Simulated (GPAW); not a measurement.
**Ag: equation of state with PBEsol+D3(BJ)**

Ag:

```
CELL_PARAMETERS angstrom
0.00000 2.04275 2.04275
2.04275 0.00000 2.04275
2.04275 2.04275 0.00000
ATOMIC_POSITIONS crystal
Ag 0.00000 0.00000 0.00000
```

```json
{"Program": "GPAW 26.7.0", "Task": "equation of state", "Functional": "PBEsol", "Dispersion": "D3(BJ)", "Potentials or basis": "PAW data sets generated in the run's folder for this functional", "Cutoff": "600 eV", "Basis": "pw", "k mesh": "11 × 11 × 11", "Occupations": "fermi-dirac, width 0.05 eV", "Spin": "no spin polarisation"}
```

* Equilibrium volume: 15.89 Å³/atom (rough: see the caveat)
* Bulk modulus: 141 GPa (rough)

Energy against volume, from the lowest point:
```tsv
volume (Å³/atom)	energy (meV/atom)
16.025	0.00
16.366	5.38
16.707	15.96
17.048	31.14
17.389	50.27
17.730	72.78
18.071	98.17
```

Run time: 92 s on 1 thread of Arm Neoverse V1, on a shared host, peak memory 0.2 GiB.

Caveat: the minimum lies outside the volumes run.
